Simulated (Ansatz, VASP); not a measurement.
**Al: VASP beside Ansatz**

The input POSCAR:

```
Al
1.0
    0.0000000000      1.9758400501      1.9758400501
    1.9758400501      0.0000000000      1.9758400501
    1.9758400501      1.9758400501      0.0000000000
Al
1
Direct
    0.0000000000      0.0000000000      0.0000000000
```

Contents of INCAR.step1:

```
ALGO = Normal
EDIFF = 1E-4
ENCUT = 520
GGA = PE
ISMEAR = 0
LASPH = T
LCHARG = F
LREAL = F
LWAVE = T
NBANDS = 8
NELM = 80
PREC = Accurate
SIGMA = 0.1
```

INCAR.step2

```
ALGO = Normal
EDIFF = 1E-7
ENCUT = 520
ISIF = 2
ISMEAR = 0
ISTART = 1
LASPH = T
LCHARG = F
LMIXTAU = T
LREAL = F
LWAVE = F
METAGGA = R2SCAN
NBANDS = 8
NELM = 80
PREC = Accurate
SIGMA = 0.1
```

KPOINTS

```
k-points
0
Gamma
  18 18 18
```

Input for Ansatz:

```yaml
crystal:
  lattice:
    - [0.0, 1.9758400501, 1.9758400501]
    - [1.9758400501, 0.0, 1.9758400501]
    - [1.9758400501, 1.9758400501, 0.0]
  atoms:
    - { symbol: Al, position: [0.0, 0.0, 0.0] }
basis:
  ecutwfc: 500
kpoints:
  mp_grid: { grid: [18, 18, 18] }
hamiltonian:
  xc: r2scan
scf:
  occupations: { method: gaussian, width: 0.1 }
output:
  forces: true
  stress: true
  eigenvalues: true
```

Alike in both runs: task single point; functional r2SCAN; k mesh 18 × 18 × 18; occupations gaussian, width 0.1 eV; no spin polarisation.

|  | VASP | Ansatz |
| --- | --- | --- |
| version | VASP 6.6.1 | Ansatz 0.2.0 |
| potentials or method | VASP PAW PBE potentials, release 64 (Al) | scalar-relativistic, plane waves, PAW |
| plane-wave cutoff (eV) | 520 | 500 |
| valence electrons in the cell | 3 | 3 |

Ansatz gave:

```
gap on the k mesh at the Fermi level (eV) : none
pressure (GPa)                            : 3.0
```

**Question.** Which values does VASP return?

**Answer.** gap on the k mesh at the Fermi level (eV): none; pressure (GPa): 2.7.

A gap of «none» marks a metal or a gap that the smearing closes. The functional is the same, so the differences come from potentials, cutoffs and numerics.

Caveats: the PAW data sets were made with another functional, which shifts forces and pressure a little (VASP).
